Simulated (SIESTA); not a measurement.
## TiO2 under changes of volume

One of the cells (9.704 Å³/atom); the others are scaled copies at fixed shape and fractional positions:

```xyz
12
Lattice="4.8127 0.0000 0.0000 0.0000 4.8719 0.0000 -0.8629 0.0000 4.9666" Properties=species:S:1:pos:R:3 pbc="T T T"
Ti    1.1513    0.2573    1.0586
Ti    3.2300    2.6932    1.4247
Ti    2.7985    4.6146    3.9080
Ti    0.7198    2.1787    3.5419
O    -0.4276    0.8622    4.2293
O     3.9459    3.2981    3.2206
O     4.3774    4.0097    0.7373
O     0.0039    1.5738    1.7460
O     1.7406    3.6911    2.3183
O     2.6406    1.2552    0.1650
O     2.2092    1.1808    2.6483
O     1.3092    3.6167    4.8016
```

The cell comes from a database or a generator and needn't be the stable form of this composition.

| Quantity | Value |
| --- | --- |
| Program | SIESTA 5.4.2 |
| Functional | PBEsol |
| Potentials or basis | PseudoDojo 0.4 standard (PBEsol files) |
| Basis | DZP (energy shift 0.003 Ry; two zetas on semicore shells) |
| Grid cutoff | 800 Ry |
| Energy shift | 0.003 Ry |
| k mesh | 4 × 4 × 4 |
| Occupations | fermi-dirac, width 0.05 eV |
| Spin | no spin polarisation |

```csv
volume (Å³/atom),energy over the lowest point (meV/atom),pressure (GPa),gap on the mesh (eV),largest force (eV/Å)
9.122,29.81,17.8,2.31,0.532
9.316,12.40,11.1,2.27,0.382
9.510,2.73,5.0,2.22,0.252
9.704,0.00,-0.4,2.17,0.167
9.898,3.53,-5.3,2.11,0.149
10.092,12.67,-9.7,2.06,0.199
10.287,?,?,?,?
```

Question: What does the run at 10.287 Å³/atom give?

Answer: Energy over the lowest point 26.87 meV/atom; pressure -13.7 GPa; gap on the mesh 2.01 eV; largest force 0.275 eV/Å.

Worked out: A Birch-Murnaghan fit of order 3 (a polynomial in V^(-2/3)) to the other rows has its minimum at 9.69 Å³/atom with B0 = V·E''(V) = 260 GPa and B' = 4.3 at fixed shape and positions, which overstates the stiffness. It gives 26.95 meV/atom at 10.287 Å³/atom, against the run's 26.87, and -dE/dV = -13.7 GPa, against -13.7. A straight line through the other rows of the gap, of slope -2.51 eV per unit of ln V, extrapolates to 2.02 eV, against the run's 2.01.

Energies are extrapolated to zero smearing.

Caveats: the basis of atomic orbitals isn't converged, which shifts pressures, moduli and gaps.

A mesh can miss the band edges.
